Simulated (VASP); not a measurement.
# W (Im-3m) in VASP: notebook

Aim: see how the results for W move with the level of theory and the settings. Levels: PBE, PBEsol, RPBE, revPBE, BLYP. Tasks: relaxation of cell and atoms.

All numbers are computed with VASP 6.6.1; they aren't measurements. Logs are shortened: lines on timing, memory, paths and dates and some standing lists are left out, and cuts for length are marked.

### Step 1. Starting point

Symmetry: Im-3m, No. 229, cubic system. Conventional cell: a = 3.165 Å, b = 3.165 Å, c = 3.165 Å, α = 90.00°, β = 90.00°, γ = 90.00°. W (site symmetry m-3m) is surrounded by 8 W at 2.74 Å.

### Step 2. Relaxation of cell and atoms, PBE

The input, INCAR:

```
  PREC = Accurate
  ENCUT = 600
  EDIFF = 1E-6
  ISMEAR = -1
  SIGMA = 0.05
  LREAL = F
  LASPH = T
  NELM = 80
  ALGO = Normal
  ISIF = 3
  LWAVE = F
  LCHARG = F
  GGA = PE
  IBRION = 2
  NSW = 40
  EDIFFG = -0.005
```

The input, KPOINTS:

```
regular mesh
0
Gamma
  12 12 12
```

The input, POSCAR:

```
W
1.0
   -1.5823450000      1.5823450000      1.5823450000
    1.5823450000     -1.5823450000      1.5823450000
    1.5823450000      1.5823450000     -1.5823450000
W
1
Direct
    0.0000000000      0.0000000000      0.0000000000
```

Potentials or basis: VASP PAW PBE potentials, release 64 (W_sv).

Launch:

```
cat potpaw_PBE.64/W_sv/POTCAR > POTCAR
mpirun -np 1 vasp_std > vasp.out
```

OUTCAR:

```text
PREC = Accurate
   ENCUT = 600
   EDIFF = 1E-6
   ISMEAR = -1
   LREAL = F
   LASPH = T
   NELM = 80
   ISIF = 3
   GGA = PE
   IBRION = 2
   NSW = 40
   EDIFFG = -0.005

 ion  position               nearest neighbor table
   1  0.000  0.000  0.000-

  LATTYP: Found a body centered cubic cell.
 ALAT       =     3.1646900000

  Lattice vectors:

 A1 = (  -1.5823450000,   1.5823450000,   1.5823450000)
 A2 = (   1.5823450000,  -1.5823450000,   1.5823450000)
 A3 = (   1.5823450000,   1.5823450000,  -1.5823450000)

Analysis of symmetry for initial positions (statically):
=====================================================================
 Subroutine PRICEL returns:
 Original cell was already a primitive cell.

 Routine SETGRP: Setting up the symmetry group for a
 body centered cubic supercell.

 Subroutine GETGRP returns: Found 48 space group operations
 (whereof 48 operations were pure point group operations)
 out of a pool of 48 trial point group operations.

The static configuration has the point symmetry O_h .

Analysis of symmetry for dynamics (positions and initial velocities):
=====================================================================
 Subroutine PRICEL returns:
 Original cell was already a primitive cell.

 Routine SETGRP: Setting up the symmetry group for a
 body centered cubic supercell.

 Subroutine GETGRP returns: Found 48 space group operations
 (whereof 48 operations were pure point group operations)
 out of a pool of 48 trial point group operations.

The dynamic configuration has the point symmetry O_h .

 Subroutine INISYM returns: Found 48 space group operations
 (whereof 48 operations are pure point group operations),
 and found     1 'primitive' translations

----------------------------------------------------------------------------------------

                                     Primitive cell

  volume of cell :      15.8476

  direct lattice vectors                    reciprocal lattice vectors
    -1.582345000  1.582345000  1.582345000     0.000000000  0.315986716  0.315986716
     1.582345000 -1.582345000  1.582345000     0.315986716  0.000000000  0.315986716
     1.582345000  1.582345000 -1.582345000     0.315986716  0.315986716  0.000000000

  length of vectors
     2.740701935  2.740701935  2.740701935     0.446872699  0.446872699  0.446872699

  position of ions in fractional coordinates (direct lattice)
     0.000000000  0.000000000  0.000000000
[... 97 lines left out ...]
  volume/ion in A,a.u.               =      15.85       106.94
  Fermi-wavevector in a.u.,A,eV,Ry     =   1.570832  2.968442 33.572544  2.467512
  Thomas-Fermi vector in A             =   2.672506
   LORBIT       =      0    0 simple, 1 ext, 2 COOP (PROOUT), +10 PAW based schemes
   GGA     = PE    functional components
   LHFCALC =     F    Hartree Fock is set to
   AEXX    =    0.0000 exact exchange contribution
   IVDW    =     0    specifies the selected vdW correction
   LEPSILON=     F    determine dielectric tensor
   LRPA    =     F    only Hartree local field effects (RPA)
 conjugate gradient relaxation of ions
 non-spin polarized calculation
  energy-cutoff  :      600.00
  volume of cell :       15.85
 maximum number of plane-waves:       543
 NGX is ok and might be reduce to    24
   NGX = 11   NGY = 11   NGZ = 11

--------------------------------------- Ionic step        1  -------------------------------------------

 number of electron      14.0000002 magnetization

 Free energy of the ion-electron system (eV)
  ---------------------------------------------------
  ext. energy  EPLUGINS =         0.00000000
  ---------------------------------------------------
  free energy    TOTEN  =       -12.95096390 eV

  energy without entropy =      -12.94615908  energy(sigma->0) =      -12.94856149

------------------------ aborting loop because EDIFF is reached ----------------------------------------

  FORCE on cell =-STRESS in cart. coord.  units (eV):
  Direction    XX          YY          ZZ          XY          YZ          ZX
  --------------------------------------------------------------------------------------
  -------------------------------------------------------------------------------------
  Total        0.6413883      0.6413883      0.6413883      0.0000000      0.0000000      0.0000000
  in kB       64.8437439     64.8437439     64.8437439      0.0000000      0.0000000      0.0000000
  external PRESSURE =      64.8437439 kB  Pullay stress =       0.0000000 kB
[... 92 lines left out ...]
--------------------------------------- Ionic step        4  -------------------------------------------

 number of electron      14.0000002 magnetization

 Free energy of the ion-electron system (eV)
  ---------------------------------------------------
  ext. energy  EPLUGINS =         0.00000000
  ---------------------------------------------------
  free energy    TOTEN  =       -12.95750583 eV

  energy without entropy =      -12.95309809  energy(sigma->0) =      -12.95530196

 E-fermi :  11.0476     XC(G=0): -13.5269

 val. band max:       11.0332502209   @ k =  -0.2500   0.3333   0.1667
 cond. band min:      11.0787947399   @ k =  -0.1667   0.1667   0.0833
 fundamental gap:      0.0455445189
 Fermi energy:        11.0476461552

 k-point     1 :       0.0000    0.0000    0.0000
  band No.  band energies     occupation
      1     -63.0680      2.00000
      2     -26.6582      2.00000
      3     -26.6582      2.00000
      4     -26.6582      2.00000
      5       1.6276      2.00000
      6       9.9522      2.00000
      7       9.9522      2.00000
      8       9.9522      2.00000
      9      13.3609      0.00000
     10      13.3609      0.00000
     11      25.6223      0.00000
[... 309 lines left out ...]
 k-point    24 :       0.4167    0.0833    0.0833
  band No.  band energies     occupation
      1     -62.9434      2.00000
      2     -27.7819      2.00000
      3     -27.1056      2.00000
      4     -26.7448      2.00000
      5       5.6525      2.00000
      6       7.6325      2.00000
      7      10.8327      1.97319
      8      13.4842      0.00000
      9      14.2351      0.00000
     10      18.3721      0.00000
     11      20.7995      0.00000

 [... further k-points ...]

------------------------ aborting loop because EDIFF is reached ----------------------------------------

  FORCE on cell =-STRESS in cart. coord.  units (eV):
  Direction    XX          YY          ZZ          XY          YZ          ZX
  --------------------------------------------------------------------------------------
  -------------------------------------------------------------------------------------
  Total       -0.0034450     -0.0034450     -0.0034450     -0.0000000     -0.0000000     -0.0000000
  in kB       -0.3411863     -0.3411863     -0.3411863     -0.0000000     -0.0000000     -0.0000000
  external PRESSURE =      -0.3411863 kB  Pullay stress =       0.0000000 kB
[... 16 lines left out ...]
  FREE ENERGIE OF THE ION-ELECTRON SYSTEM (eV)
  ---------------------------------------------------
  free  energy   TOTEN  =       -12.9575058312 eV

  energy  without entropy=      -12.9530980915  energy(sigma->0) =      -12.95530196

 reached required accuracy - stopping structural energy minimisation
```

OSZICAR:

```text
N       E                     dE             d eps       ncg     rms          rms(c)
DAV:   1     0.836208200348E+02    0.83621E+02   -0.86083E+03  1592   0.159E+03
DAV:   2    -0.119023637234E+02   -0.95523E+02   -0.92077E+02  1710   0.358E+02
DAV:   3    -0.135636082972E+02   -0.16612E+01   -0.16367E+01  1776   0.457E+01
[... 28 lines left out ...]
       N       E                     dE             d eps       ncg     rms          rms(c)
DAV:   1    -0.129575490504E+02   -0.49574E-04   -0.10092E-03  1617   0.503E-01    0.837E-02
DAV:   2    -0.129575106697E+02    0.38381E-04   -0.56993E-05  1614   0.103E-01    0.185E-02
DAV:   3    -0.129575050834E+02    0.55863E-05   -0.16388E-05  1647   0.535E-02    0.144E-02
DAV:   4    -0.129575058312E+02   -0.74777E-06   -0.39388E-07   957   0.883E-03
   4 F= -.12957506E+02 E0= -.12955302E+02  d E =-.654193E-02
```

CONTCAR:

```text
W
   1.00000000000000
    -1.5932508361873552    1.5932508361873552    1.5932508361873552
     1.5932508361873552   -1.5932508361873552    1.5932508361873552
     1.5932508361873552    1.5932508361873552   -1.5932508361873552
  W
     1
Direct
     0.0000000000000000    0.0000000000000000    0.0000000000000000

  0.00000000E+00  0.00000000E+00  0.00000000E+00
```

It took 19 s on 1 thread of Intel Xeon Platinum 8488C (Sapphire Rapids), shared host; peak memory 0.16 GiB.

What came out:

| Quantity | Value |
| --- | --- |
| Free energy | -12.9575 eV |
| Relaxed volume | 16.18 Å³/atom |
| Relaxed cell | a = 2.760 Å, b = 2.760 Å, c = 2.760 Å, α = 109.47°, β = 109.47°, γ = 109.47° |
| Space group after relaxing (to 0.05 Å) | Im-3m (No. 229) |
| Energy gained by relaxing | 6.5 meV/atom |
| Ionic steps | 4 |
| Pressure after relaxing | 0.0 GPa |
| Band gap on the k mesh | none (metal or under the smearing width) |

Step by step:
| step | energy change (eV) | largest force (eV/Å) | pressure (GPa) | volume (Å³) |
| --- | --- | --- | --- | --- |
| 1 | 0.0000 | 0.0000 | 6.48 | 15.85 |
| 2 | 0.0669 | 0.0000 | -18.66 | 17.36 |
| 3 | -0.0065 | 0.0000 | -0.18 | 16.19 |
| 4 | -0.0065 | 0.0000 | -0.03 | 16.18 |

Final structure:
```xyz
1
Lattice="-1.5933 1.5933 1.5933 1.5933 -1.5933 1.5933 1.5933 1.5933 -1.5933" Properties=species:S:1:pos:R:3 pbc="T T T"
W     0.0000    0.0000    0.0000
```

Levels at points of the mesh, in eV from the Fermi level:
```
           k point  band 3  band 4  band 5  band 6  band 7  band 8  band 9  band 10  band 11
(0.00, 0.00, 0.00)  -37.71  -37.71   -9.42   -1.10   -1.10   -1.10    2.31     2.31    14.57
(0.50, 0.00, 0.00)  -38.10  -37.71   -6.04   -3.37    0.71    2.19    3.15     6.07    10.86
(0.50, 0.50, 0.50)  -38.55  -38.55   -5.57   -5.57    5.12    5.12    5.12     8.19     8.19
```

The run has no spin-orbit coupling, so splittings on W are missing. PBE usually gives volumes a little too large and moduli too small.

### Step 3. Relaxation of cell and atoms, PBEsol

INCAR: that of step 2 with these lines changed.

```diff
@@ -12,3 +12,3 @@
   LCHARG = F
-  GGA = PE
+  GGA = PS
   IBRION = 2
```

KPOINTS is that of step 2.

POSCAR is that of step 2.

Potentials or basis: VASP PAW PBE potentials, release 64 (W_sv).

Launch:

```
cat potpaw_PBE.64/W_sv/POTCAR > POTCAR
mpirun -np 1 vasp_std > vasp.out
```

OUTCAR:

```text
PREC = Accurate
   ENCUT = 600
   EDIFF = 1E-6
   ISMEAR = -1
   LREAL = F
   LASPH = T
   NELM = 80
   ISIF = 3
   GGA = PS
   IBRION = 2
   NSW = 40
   EDIFFG = -0.005

 ion  position               nearest neighbor table
   1  0.000  0.000  0.000-

  LATTYP: Found a body centered cubic cell.
 ALAT       =     3.1646900000

  Lattice vectors:

 A1 = (  -1.5823450000,   1.5823450000,   1.5823450000)
 A2 = (   1.5823450000,  -1.5823450000,   1.5823450000)
 A3 = (   1.5823450000,   1.5823450000,  -1.5823450000)

Analysis of symmetry for initial positions (statically):
=====================================================================
 Subroutine PRICEL returns:
 Original cell was already a primitive cell.

 Routine SETGRP: Setting up the symmetry group for a
 body centered cubic supercell.

 Subroutine GETGRP returns: Found 48 space group operations
 (whereof 48 operations were pure point group operations)
 out of a pool of 48 trial point group operations.

The static configuration has the point symmetry O_h .

Analysis of symmetry for dynamics (positions and initial velocities):
=====================================================================
 Subroutine PRICEL returns:
 Original cell was already a primitive cell.

 Routine SETGRP: Setting up the symmetry group for a
 body centered cubic supercell.

 Subroutine GETGRP returns: Found 48 space group operations
 (whereof 48 operations were pure point group operations)
 out of a pool of 48 trial point group operations.

The dynamic configuration has the point symmetry O_h .

 Subroutine INISYM returns: Found 48 space group operations
 (whereof 48 operations are pure point group operations),
 and found     1 'primitive' translations

----------------------------------------------------------------------------------------

                                     Primitive cell

[... 128 lines left out ...]

 number of electron      14.0000001 magnetization

 Free energy of the ion-electron system (eV)
  ---------------------------------------------------
  ext. energy  EPLUGINS =         0.00000000
  ---------------------------------------------------
  free energy    TOTEN  =       -13.80616335 eV

  energy without entropy =      -13.80123486  energy(sigma->0) =      -13.80369911

------------------------ aborting loop because EDIFF is reached ----------------------------------------

  FORCE on cell =-STRESS in cart. coord.  units (eV):
  Direction    XX          YY          ZZ          XY          YZ          ZX
  --------------------------------------------------------------------------------------
  -------------------------------------------------------------------------------------
  Total       -0.2271286     -0.2271286     -0.2271286     -0.0000000      0.0000000      0.0000000
  in kB      -22.9624875    -22.9624875    -22.9624875     -0.0000000      0.0000000      0.0000000
  external PRESSURE =     -22.9624875 kB  Pullay stress =       0.0000000 kB
[... 57 lines left out ...]
--------------------------------------- Ionic step        3  -------------------------------------------

 number of electron      14.0000001 magnetization

 Free energy of the ion-electron system (eV)
  ---------------------------------------------------
  ext. energy  EPLUGINS =         0.00000000
  ---------------------------------------------------
  free energy    TOTEN  =       -13.80701060 eV

  energy without entropy =      -13.80197656  energy(sigma->0) =      -13.80449358

 E-fermi :  11.3029     XC(G=0): -13.8037

 val. band max:       11.2759665545   @ k =   0.4167   0.0833   0.0000
 cond. band min:      11.3067143518   @ k =  -0.1667   0.1667   0.0833
 fundamental gap:      0.0307477973
 Fermi energy:        11.3029444248

 k-point     1 :       0.0000    0.0000    0.0000
  band No.  band energies     occupation
      1     -62.7544      2.00000
      2     -26.3006      2.00000
      3     -26.3006      2.00000
      4     -26.3006      2.00000
      5       1.6893      2.00000
      6      10.1363      2.00000
      7      10.1363      2.00000
      8      10.1363      2.00000
      9      13.6360      0.00000
     10      13.6360      0.00000
     11      25.9428      0.00000
[... 309 lines left out ...]
 k-point    24 :       0.4167    0.0833    0.0833
  band No.  band energies     occupation
      1     -62.6126      2.00000
      2     -27.5398      2.00000
      3     -26.7927      2.00000
      4     -26.3978      2.00000
      5       5.7189      2.00000
      6       7.7349      2.00000
      7      11.1387      1.92775
      8      13.7896      0.00000
      9      14.5667      0.00000
     10      18.9037      0.00000
     11      21.3953      0.00000

 [... further k-points ...]

------------------------ aborting loop because EDIFF is reached ----------------------------------------

  FORCE on cell =-STRESS in cart. coord.  units (eV):
  Direction    XX          YY          ZZ          XY          YZ          ZX
  --------------------------------------------------------------------------------------
  -------------------------------------------------------------------------------------
  Total       -0.0007880     -0.0007880     -0.0007880      0.0000000      0.0000000     -0.0000000
  in kB       -0.0802461     -0.0802461     -0.0802461      0.0000000      0.0000000     -0.0000000
  external PRESSURE =      -0.0802461 kB  Pullay stress =       0.0000000 kB
[... 16 lines left out ...]
  FREE ENERGIE OF THE ION-ELECTRON SYSTEM (eV)
  ---------------------------------------------------
  free  energy   TOTEN  =       -13.8070105971 eV

  energy  without entropy=      -13.8019765619  energy(sigma->0) =      -13.80449358

 reached required accuracy - stopping structural energy minimisation
```

OSZICAR:

```text
N       E                     dE             d eps       ncg     rms          rms(c)
DAV:   1     0.826377968618E+02    0.82638E+02   -0.86035E+03  1592   0.159E+03
DAV:   2    -0.128418816655E+02   -0.95480E+02   -0.92029E+02  1710   0.358E+02
DAV:   3    -0.144969822708E+02   -0.16551E+01   -0.16306E+01  1776   0.455E+01
[... 18 lines left out ...]
DAV:   2    -0.138184591272E+02    0.77360E-01   -0.11864E-01  1611   0.466E+00    0.887E-01
DAV:   3    -0.138068327398E+02    0.11626E-01   -0.32219E-02  1653   0.239E+00    0.629E-01
DAV:   4    -0.138070271441E+02   -0.19440E-03   -0.94711E-04  1628   0.406E-01    0.112E-01
DAV:   5    -0.138070101239E+02    0.17020E-04   -0.68546E-05  1677   0.105E-01    0.395E-03
DAV:   6    -0.138070105971E+02   -0.47318E-06   -0.49289E-07  1046   0.108E-02
   3 F= -.13807011E+02 E0= -.13804494E+02  d E =-.847244E-03
```

CONTCAR:

```text
W
   1.00000000000000
    -1.5785186541949530    1.5785186541949530    1.5785186541949530
     1.5785186541949530   -1.5785186541949530    1.5785186541949530
     1.5785186541949530    1.5785186541949530   -1.5785186541949530
  W
     1
Direct
     0.0000000000000000    0.0000000000000000    0.0000000000000000

  0.00000000E+00  0.00000000E+00  0.00000000E+00
```

Wall time 14 s (1 thread of Intel Xeon Platinum 8488C (Sapphire Rapids), shared host); peak memory 0.15 GiB.

Results:

```
Free energy                            : -13.8070 eV
Relaxed volume                         : 15.73 Å³/atom
Relaxed cell                           : a = 2.734 Å, b = 2.734 Å, c = 2.734 Å, α = 109.47°, β = 109.47°, γ = 109.47°
Space group after relaxing (to 0.05 Å) : Im-3m (No. 229)
Energy gained by relaxing              : 0.8 meV/atom
Ionic steps                            : 3
Pressure after relaxing                : 0.0 GPa
Band gap on the k mesh                 : none (metal or under the smearing width)
```

Step by step:
```csv
step,energy change (eV),largest force (eV/Å),pressure (GPa),volume (Å³)
1,0.0000,0.0000,-2.30,15.85
2,0.0097,0.0000,8.65,15.33
3,-0.0008,0.0000,-0.01,15.73
```

Final structure:
```
W
1.0
    -1.57852    1.57852    1.57852
     1.57852   -1.57852    1.57852
     1.57852    1.57852   -1.57852
W
1
Direct
  0.00000 0.00000 0.00000
```

Levels at points of the mesh, in eV from the Fermi level:
```csv
k point,band 4,band 5,band 6,band 7,band 8,band 9,band 10,band 11
"(0.00, 0.00, 0.00)",-37.60,-9.61,-1.17,-1.17,-1.17,2.33,2.33,14.64
"(0.50, 0.00, 0.00)",-37.61,-6.26,-3.53,0.80,2.24,3.22,6.31,11.60
"(0.50, 0.50, 0.50)",-38.53,-5.83,-5.83,5.31,5.31,5.31,8.40,8.40
```

Caveat: the PAW data sets were made with another functional, which shifts forces and pressure a little. Spin-orbit coupling is left out, which matters for the levels of W.

[end of part 1 of 2]
